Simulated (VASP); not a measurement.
# Cl (Cmce) in VASP: a series of runs, part 2 of 2

VASP 6.6.1. The steps go on from the part before.

## (3) Band structure, HSE03

Contents of POSCAR:

```
Cl
1.0
    3.1450000000     -2.2500000000      0.0000000000
    3.1450000000      2.2500000000      0.0000000000
    0.0000000000      0.0000000000      8.2100000000
Cl
4
Direct
    0.3700000000      0.6300000000      0.4000000000
    0.1300000000      0.8700000000      0.9000000000
    0.6300000000      0.3700000000      0.6000000000
    0.8700000000      0.1300000000      0.1000000000
```

Contents of INCAR.step1:

```
PREC = Accurate
ENCUT = 520
EDIFF = 1E-5
ISMEAR = 0
SIGMA = 0.02
LREAL = F
LASPH = T
NELM = 100
ALGO = Normal
ISIF = 2
LWAVE = T
LCHARG = F
NBANDS = 22
GGA = PE
KPAR = 4
```

Contents of INCAR.step2:

```
PREC = Accurate
ENCUT = 520
EDIFF = 1E-6
ISMEAR = 0
SIGMA = 0.02
LREAL = F
LASPH = T
NELM = 100
ALGO = Normal
ISIF = 2
LWAVE = F
LCHARG = F
GGA = PE
LHFCALC = T
HFSCREEN = 0.3
PRECFOCK = Fast
NBANDS = 22
ISTART = 1
KPAR = 4
```

Contents of KPOINTS:

```
regular mesh
0
Gamma
  6 6 2
```

Contents of KPOINTS_OPT:

```
path GXSRAZGYX1A1TY,ZT
12
line-mode
reciprocal
 0.0000000000  0.0000000000  0.0000000000  G
 0.3779569104 -0.3779569104  0.0000000000  X

 0.3779569104 -0.3779569104  0.0000000000  X
 0.0000000000 -0.5000000000  0.0000000000  S

 0.0000000000 -0.5000000000  0.0000000000  S
 0.0000000000 -0.5000000000 -0.5000000000  R

 0.0000000000 -0.5000000000 -0.5000000000  R
 0.3779569104 -0.3779569104 -0.5000000000  A

 0.3779569104 -0.3779569104 -0.5000000000  A
 0.0000000000  0.0000000000 -0.5000000000  Z

 0.0000000000  0.0000000000 -0.5000000000  Z
 0.0000000000  0.0000000000  0.0000000000  G

 0.0000000000  0.0000000000  0.0000000000  G
-0.5000000000 -0.5000000000  0.0000000000  Y

-0.5000000000 -0.5000000000  0.0000000000  Y
-0.3779569104 -0.6220430896  0.0000000000  X1

-0.3779569104 -0.6220430896  0.0000000000  X1
-0.3779569104 -0.6220430896 -0.5000000000  A1

-0.3779569104 -0.6220430896 -0.5000000000  A1
-0.5000000000 -0.5000000000 -0.5000000000  T

-0.5000000000 -0.5000000000 -0.5000000000  T
-0.5000000000 -0.5000000000  0.0000000000  Y

 0.0000000000  0.0000000000 -0.5000000000  Z
-0.5000000000 -0.5000000000 -0.5000000000  T
```

Potentials or basis: VASP PAW PBE potentials, release 64 (Cl).

Run with:

```
cat potpaw_PBE.64/Cl/POTCAR > POTCAR
cp INCAR.step1 INCAR
mpirun -np 4 vasp_std > vasp.out
cp INCAR.step2 INCAR
mpirun -np 4 vasp_std > vasp.out
```

It took 28 min on 4 MPI ranks of Intel Xeon Platinum 8488C (Sapphire Rapids), shared host; peak memory 0.49 GiB.

The run converged. Its results:

- Free energy: -10.0517 eV
- Pressure: -0.8 GPa
- Largest force: 0.797 eV/Å
- Band gap on the k mesh: 3.87 eV, indirect (least direct gap 3.95 eV)
- Band gap along the path: 3.84 eV, indirect (least direct gap 3.93 eV)

Forces on the atoms (eV/Å):
```
Cl   0.000 -0.513  0.609
Cl   0.000  0.513  0.609
Cl   0.000  0.513 -0.609
Cl   0.000 -0.513 -0.609
```

Stress tensor (GPa, compression positive):
```
 1.02  0.00  0.00
 0.00 -0.93  0.00
 0.00  0.00 -2.56
```

Levels at the corners of the path, in eV from the valence-band top:
```tsv
point	band 11	band 12	band 13	band 14	band 15	band 16	band 17	band 18
Γ	-0.72	-0.42	-0.18	-0.09	3.87	4.52	8.06	8.75
X	-0.89	-0.66	-0.21	-0.03	4.01	4.20	9.82	10.47
X	-0.89	-0.66	-0.21	-0.03	4.01	4.20	9.82	10.47
S	-0.51	-0.51	-0.15	-0.15	4.26	4.26	9.52	9.52
S	-0.51	-0.51	-0.15	-0.15	4.26	4.26	9.52	9.52
R	-0.46	-0.46	0.00	0.00	4.19	4.19	9.75	9.75
R	-0.46	-0.46	0.00	0.00	4.19	4.19	9.75	9.75
A	-0.44	-0.44	-0.41	-0.41	4.10	4.10	10.51	10.51
A	-0.44	-0.44	-0.41	-0.41	4.10	4.10	10.51	10.51
Z	-0.66	-0.66	-0.13	-0.13	4.08	4.08	8.70	8.70
Z	-0.66	-0.66	-0.13	-0.13	4.08	4.08	8.70	8.70
Γ	-0.72	-0.42	-0.18	-0.09	3.87	4.52	8.06	8.75
Γ	-0.72	-0.42	-0.18	-0.09	3.87	4.52	8.06	8.75
Y	-1.02	-0.92	-0.38	-0.02	3.97	4.17	9.84	9.92
Y	-1.02	-0.92	-0.38	-0.02	3.97	4.17	9.84	9.92
X1	-0.89	-0.66	-0.21	-0.03	4.01	4.20	9.82	10.47
X1	-0.89	-0.66	-0.21	-0.03	4.01	4.20	9.82	10.47
A1	-0.44	-0.44	-0.41	-0.41	4.10	4.10	10.51	10.51
A1	-0.44	-0.44	-0.41	-0.41	4.10	4.10	10.51	10.51
T	-0.72	-0.72	-0.49	-0.49	3.98	3.98	10.21	10.21
T	-0.72	-0.72	-0.49	-0.49	3.98	3.98	10.21	10.21
Y	-1.02	-0.92	-0.38	-0.02	3.97	4.17	9.84	9.92
Z	-0.66	-0.66	-0.13	-0.13	4.08	4.08	8.70	8.70
T	-0.72	-0.72	-0.49	-0.49	3.98	3.98	10.21	10.21
```

Caveat: the PAW data sets were made with another functional, which shifts forces and pressure a little.

## (4) Band structure, PBE0

POSCAR is that of step 3.

INCAR.step1 is that of step 3.

Edit INCAR.step2 of step 3 so:

```diff
@@ -14,3 +14,3 @@
 LHFCALC = T
-HFSCREEN = 0.3
+AEXX = 0.25
 PRECFOCK = Fast
@@ -18,2 +18,3 @@
 ISTART = 1
+HFRCUT = -1
 KPAR = 4
```

KPOINTS is that of step 3.

KPOINTS_OPT is that of step 3.

Run with:

```
cat potpaw_PBE.64/Cl/POTCAR > POTCAR
cp INCAR.step1 INCAR
mpirun -np 4 vasp_std > vasp.out
cp INCAR.step2 INCAR
mpirun -np 4 vasp_std > vasp.out
```

It took 25 min on 4 MPI ranks of Intel Xeon Platinum 8488C (Sapphire Rapids), shared host; peak memory 0.39 GiB.

The run converged. Its results:

```
Free energy             : -11.8804 eV
Pressure                : -1.0 GPa
Largest force           : 0.856 eV/Å
Band gap on the k mesh  : 4.93 eV, indirect (least direct gap 5.02 eV)
Band gap along the path : 4.91 eV, indirect (least direct gap 5.00 eV)
```

Forces on the atoms (eV/Å):
```
Cl   0.000 -0.547  0.657
Cl   0.000  0.547  0.657
Cl   0.000  0.547 -0.657
Cl   0.000 -0.547 -0.657
```

Stress tensor (GPa, compression positive):
```
 0.99  0.00  0.00
 0.00 -1.02  0.00
 0.00  0.00 -2.95
```

Levels at the corners of the path, in eV from the valence-band top:
| point | band 10 | band 11 | band 12 | band 13 | band 14 | band 15 | band 16 | band 17 | band 18 | band 19 |
| --- | --- | --- | --- | --- | --- | --- | --- | --- | --- | --- |
| Γ | -2.34 | -0.73 | -0.43 | -0.18 | -0.09 | 4.94 | 5.59 | 9.08 | 9.78 | 11.08 |
| X | -3.13 | -0.92 | -0.67 | -0.21 | -0.04 | 5.08 | 5.27 | 10.86 | 11.51 | 11.76 |
| X | -3.13 | -0.92 | -0.67 | -0.21 | -0.04 | 5.08 | 5.27 | 10.86 | 11.51 | 11.76 |
| S | -2.64 | -0.52 | -0.52 | -0.15 | -0.15 | 5.33 | 5.33 | 10.56 | 10.56 | 12.28 |
| S | -2.64 | -0.52 | -0.52 | -0.15 | -0.15 | 5.33 | 5.33 | 10.56 | 10.56 | 12.28 |
| R | -2.67 | -0.47 | -0.47 | 0.00 | 0.00 | 5.26 | 5.26 | 10.78 | 10.78 | 12.19 |
| R | -2.67 | -0.47 | -0.47 | 0.00 | 0.00 | 5.26 | 5.26 | 10.78 | 10.78 | 12.19 |
| A | -3.25 | -0.45 | -0.45 | -0.42 | -0.42 | 5.17 | 5.17 | 11.55 | 11.55 | 12.11 |
| A | -3.25 | -0.45 | -0.45 | -0.42 | -0.42 | 5.17 | 5.17 | 11.55 | 11.55 | 12.11 |
| Z | -2.34 | -0.67 | -0.67 | -0.14 | -0.14 | 5.14 | 5.14 | 9.74 | 9.74 | 11.93 |
| Z | -2.34 | -0.67 | -0.67 | -0.14 | -0.14 | 5.14 | 5.14 | 9.74 | 9.74 | 11.93 |
| Γ | -2.34 | -0.73 | -0.43 | -0.18 | -0.09 | 4.94 | 5.59 | 9.08 | 9.78 | 11.08 |
| Γ | -2.34 | -0.73 | -0.43 | -0.18 | -0.09 | 4.94 | 5.59 | 9.08 | 9.78 | 11.08 |
| Y | -3.02 | -1.04 | -0.94 | -0.39 | -0.03 | 5.04 | 5.24 | 10.88 | 10.96 | 11.00 |
| Y | -3.02 | -1.04 | -0.94 | -0.39 | -0.03 | 5.04 | 5.24 | 10.88 | 10.96 | 11.00 |
| X1 | -3.13 | -0.92 | -0.67 | -0.21 | -0.04 | 5.08 | 5.27 | 10.86 | 11.51 | 11.76 |
| X1 | -3.13 | -0.92 | -0.67 | -0.21 | -0.04 | 5.08 | 5.27 | 10.86 | 11.51 | 11.76 |
| A1 | -3.25 | -0.45 | -0.45 | -0.42 | -0.42 | 5.17 | 5.17 | 11.55 | 11.55 | 12.11 |
| A1 | -3.25 | -0.45 | -0.45 | -0.42 | -0.42 | 5.17 | 5.17 | 11.55 | 11.55 | 12.11 |
| T | -2.96 | -0.73 | -0.73 | -0.51 | -0.51 | 5.04 | 5.04 | 11.25 | 11.25 | 12.20 |
| T | -2.96 | -0.73 | -0.73 | -0.51 | -0.51 | 5.04 | 5.04 | 11.25 | 11.25 | 12.20 |
| Y | -3.02 | -1.04 | -0.94 | -0.39 | -0.03 | 5.04 | 5.24 | 10.88 | 10.96 | 11.00 |
| Z | -2.34 | -0.67 | -0.67 | -0.14 | -0.14 | 5.14 | 5.14 | 9.74 | 9.74 | 11.93 |
| T | -2.96 | -0.73 | -0.73 | -0.51 | -0.51 | 5.04 | 5.04 | 11.25 | 11.25 | 12.20 |

Caveat: the PAW data sets were made with another functional, which shifts forces and pressure a little.

## (5) The reference run

An earlier run on the cell as given: functional PBEsol; potentials or basis VASP PAW PBE potentials, release 64 (Cl); cutoff 520 eV; k mesh 7 × 7 × 4; occupations fermi-dirac, width 0.05 eV; no spin polarisation.

* Pressure: -1.2 GPa
* Largest force: 0.307 eV/Å
* Band gap on the k mesh: 2.48 eV, indirect (least direct gap 2.54 eV)

## (6) Overview

```tsv
task	level	k mesh	smearing	ladder	grid for exact exchange (PRECFOCK)	screening parameter	exchange at q = 0	gap on the mesh (eV)	pressure (GPa)	largest force (eV/Å)
band structure	HSE06	6 × 6 × 2	gaussian 0.02 eV	gaps	Fast	0.2 1/A	-	4.17	-0.9	0.84
band structure	HSE03	6 × 6 × 2	gaussian 0.02 eV	gaps	Fast	-	-	3.87	-0.8	0.80
band structure	PBE0	6 × 6 × 2	gaussian 0.02 eV	gaps	Fast	-	truncated	4.93	-1.0	0.86
single point	PBEsol	7 × 7 × 4	fermi-dirac 0.05 eV	free	-	-	-	2.48	-1.2	0.31
```

Alike in all rows: potentials or basis VASP PAW PBE potentials, release 64 (Cl); no spin polarisation; cell as given; cutoff (eV) 520.

On the cell as given the gap runs from 2.48 eV (PBEsol) to 4.91 eV (PBE0); the meshes differ, which moves gaps too. The pressure there spans -1.2 GPa (PBEsol) to -0.8 GPa (HSE03); a positive pressure means that this level wants a larger cell, a negative one a smaller.

Caveats: the PAW data sets were made with another functional, which shifts forces and pressure a little; an odd mesh through Γ misses points on the zone boundary, where band edges often lie (some runs).

Absolute energies hang on the potentials; compare differences alone.
